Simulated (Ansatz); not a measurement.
# As: computed DOS

```
As
1.0
    -1.68398    1.68398    1.68398
     1.68398   -1.68398    1.68398
     1.68398    1.68398   -1.68398
As
1
Direct
  0.00000 0.00000 0.00000
```

Conventional cell: a = 3.368 Å, b = 3.368 Å, c = 3.368 Å, α = 90.00°, β = 90.00°, γ = 90.00°. As (atom 1) has 8 As at 2.92 Å as nearest neighbours.

The cell was built from the bcc type and relaxed in the same program, and has space group Im-3m; it needn't be a known or the stable phase.

Level of theory: DFT, PBE, all-electron LAPW, scalar-relativistic (Ansatz 0.2.0).

Numerical set-up: a Γ-centred 16×16×16 k mesh, Fermi–Dirac smearing of 0.05 eV, basis error target 0.25 meV/atom, no spin polarisation.

States per eV and cell, averaged over 0.6 eV, from -5.8 to 3.0 eV, with energies (bin centres) from the Fermi level; empty bins are left out. 

```csv
E (eV),total
-5.6,0.29
-5.0,0.49
-4.4,0.62
-3.8,0.44
-3.2,0.45
-2.6,0.49
-2.0,0.53
-1.4,0.55
-0.8,0.54
-0.2,0.55
0.4,0.56
1.0,0.58
1.6,0.60
2.2,0.57
2.8,0.58
```
